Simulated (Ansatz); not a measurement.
# RbBr: a single-point run

The task is a single-point run on RbBr. The structure is shown as the input types it. The cell is built on a prototype (CsCl type) and needn't be the phase found in nature.

Method: density functional or hybrid calculation with the settings of its input, plane waves, in Ansatz 0.2.0.

2 further runs of the same task are left out: 2 that didn't finish.

## 1. The system as given

The structure is cubic, space group Pm-3m (No. 221). The conventional cell has a = 4.128 Å, b = 4.128 Å, c = 4.128 Å, α = 90.00°, β = 90.00°, γ = 90.00°. Rb (site symmetry m-3m) has 8 Br at 3.57 Å as nearest neighbours. Around Br (site symmetry m-3m) lie 8 Rb at 3.57 Å.

Coordinates:

```cif
data_structure
_symmetry_space_group_name_H-M 'P 1'
_symmetry_Int_Tables_number 1
_cell_length_a 4.1279
_cell_length_b 4.1279
_cell_length_c 4.1279
_cell_angle_alpha 90.000
_cell_angle_beta 90.000
_cell_angle_gamma 90.000
_cell_volume 70.34
loop_
_atom_site_label
_atom_site_type_symbol
_atom_site_fract_x
_atom_site_fract_y
_atom_site_fract_z
_atom_site_occupancy
Rb1 Rb 0.00000 0.00000 0.00000 1
Br1 Br 0.50000 0.50000 0.50000 1
```

## 2. The run

Input file input.yaml:

```yaml
crystal:
  lattice:
    - [4.1279266285, 0.0, 0.0]
    - [0.0, 4.1279266285, 0.0]
    - [0.0, 0.0, 4.1279266285]
  atoms:
    - { symbol: Rb, position: [0.0, 0.0, 0.0] }
    - { symbol: Br, position: [0.5, 0.5, 0.5] }
kpoints:
  mp_grid: { grid: [4, 4, 4] }
hamiltonian:
  xc: r2scan
scf:
  occupations: { method: cold, width: 1.5 }
  n_extra_bands: 4
output:
  forces: true
  stress: true
  eigenvalues: true
```

Launch:

```console
$ ansatz run input.yaml --threads 4 --pin off --max-ram 3686MiB --backend cpu --events-out ev --progress --plain --runs-dir out
```

What happens when this is run?

The run converged and reported no error. That alone doesn't make the input a sound one.

In the input, scf.occupations.width is 1.5. The width is far wider than usual, so occupations near the Fermi level are blurred and the entropy term grows.

The test: set scf.occupations.width to 0.2.
